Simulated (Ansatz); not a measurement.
A run of Ansatz 0.2.0 is set up as follows.

The input input.yaml:

```yaml
crystal:
  lattice:
    - [3.27188478, 0.0, 0.0]
    - [0.0, 3.27188478, 0.0]
    - [0.0, 0.0, 3.27188478]
  atoms:
    - { symbol: In, position: [0.0, 0.0, 0.0] }
    - { symbol: Pd, position: [0.5, 0.5, 0.5] }
kpoints:
  mp_grid: { grid: [6, 6, 6] }
  band_path:
    path:
      - [0.0, 0.0, 0.0]
      - [0.0, 0.5, 0.0]
      - [0.5, 0.5, 0.0]
      - [0.0, 0.0, 0.0]
      - [0.5, 0.5, 0.5]
      - [0.0, 0.5, 0.0]
    npoints: 6
scf:
  occupations: { method: fermi_dirac, width: 0.05 }
hamiltonian:
  xc: pbesol
  pseudopotentials: { kind: all_electron, lapw: { basis_error: 0.001 } }
magnetization:
  noncollinear: true
  spin_orbit: true
output:
  forces: true
  stress: true
  eigenvalues: true
```

Potentials or basis: all-electron LAPW, relativistic spinors.

Command:

```bash
$ ansatz run input.yaml --threads 1 --pin off --max-ram 3072MiB --backend cpu --events-out ev --progress --plain --runs-dir out
```

(1) Predict the band gap along the path.

(2) What does it give for the pressure?

Results:

(1) none (metal or under the smearing width).

(2) -2.8 GPa.
